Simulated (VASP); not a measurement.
Crystal: Te.

```xyz
3
Lattice="4.4540 0.0000 0.0000 -2.2270 3.8573 0.0000 0.0000 0.0000 5.9240" Properties=species:S:1:pos:R:3 pbc="T T T"
Te    1.1981    0.0000    1.9747
Te   -0.5991    1.0376    3.9493
Te    1.6279    2.8197    0.0000
```

| Property | Result |
| --- | --- |
| Program | VASP 6.6.1 |
| Task | relaxation of cell and atoms |
| Functional | optB88-vdW |
| Potentials or basis | VASP PAW PBE potentials, release 64 (Te) |
| Cutoff | 400 eV |
| k mesh | 9 × 9 × 6 |
| Occupations | gaussian, width 0.03 eV |
| Spin | no spin polarisation |

At the start: pressure 1.8 GPa; volume 33.93 Å³/atom.

Q: How do energy, volume and symmetry change on relaxing?

A: Over 15 steps the energy falls by 7.4 meV/atom and the volume is 34.68 Å³/atom (+2.2 %); space group P3_121 (No. 152, to 0.05 Å).

Step by step:
```
step  energy change (eV)  largest force (eV/Å)  pressure (GPa)  volume (Å³)
   1              0.0000                0.2533            1.76       101.78
   2             -0.0114                0.0742           -1.15       107.35
   3             -0.0208                0.0487           -0.05       105.04
   4             -0.0208                0.0523           -0.02       104.97
   5             -0.0212                0.0459           -0.02       104.85
   6             -0.0219                0.0271           -0.01       104.47
   7             -0.0220                0.0088            0.03       103.73
   8             -0.0222                0.0011            0.07       103.95
   9             -0.0221                0.0109            0.06       104.15
  10             -0.0222                0.0068            0.05       104.07
  11             -0.0221                0.0117           -0.12       104.34
  12             -0.0222                0.0007           -0.02       104.17
  13             -0.0222                0.0004           -0.02       104.11
  14             -0.0222                0.0022            0.00       104.00
  15             -0.0222                0.0017            0.01       104.03
```

Final structure:
```xyz
3
Lattice="4.4731 0.0000 0.0000 -2.2365 3.8738 0.0000 0.0000 0.0000 6.0034" Properties=species:S:1:pos:R:3 pbc="T T T"
Te    1.2273    0.0000    2.0011
Te   -0.6137    1.0629    4.0023
Te    1.6229    2.8109    0.0000
```

Caveat: the PAW data sets were made with another functional, which shifts forces and pressure a little.
